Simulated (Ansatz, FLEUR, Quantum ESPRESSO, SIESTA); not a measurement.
# MgS: programs and potentials compared

```xyz
2
Lattice="0.0000 2.8331 2.8331 2.8331 0.0000 2.8331 2.8331 2.8331 0.0000" Properties=species:S:1:pos:R:3 pbc="T T T"
S     1.4166    1.4166    1.4166
Mg    0.0000    0.0000    0.0000
```

The cell comes from a database or a generator and needn't be the stable form of this composition.

Alike in all runs: task band structure; functional LDA; k mesh 8 × 8 × 8; occupations fermi-dirac, width 0.05 eV; no spin polarisation; no spin-orbit coupling. LDA stands for any of its common fits. Pressure is positive in compression and, in plane waves, holds the error of the finite cutoff. Gaps are the smaller of the mesh's and the band path's.

```tsv
program and potentials	plane-wave cutoff (eV)	notes	band gap (eV)	pressure (GPa)
SIESTA, files PseudoDojo sr-lda-0.4.1-standard, DZP (energy shift 0.003 Ry; two zetas on semicore shells)	-	atomic basis	3.19	-0.34
Ansatz, all-electron LAPW, scalar-relativistic	-	-	?	?
FLEUR, all-electron, FLAPW	-	-	3.18	-
Quantum ESPRESSO, GBRV 1.5 LDA	612	-	3.17	-2.24
```

**Question.** Estimate from the other rows what the run with Ansatz, all-electron LAPW, scalar-relativistic gave.

**Answer.** Band gap 3.17 eV; pressure -2.17 GPa. The other rows, which needn't bracket it: band gap 3.17 to 3.19; pressure -2.24 to -0.34.
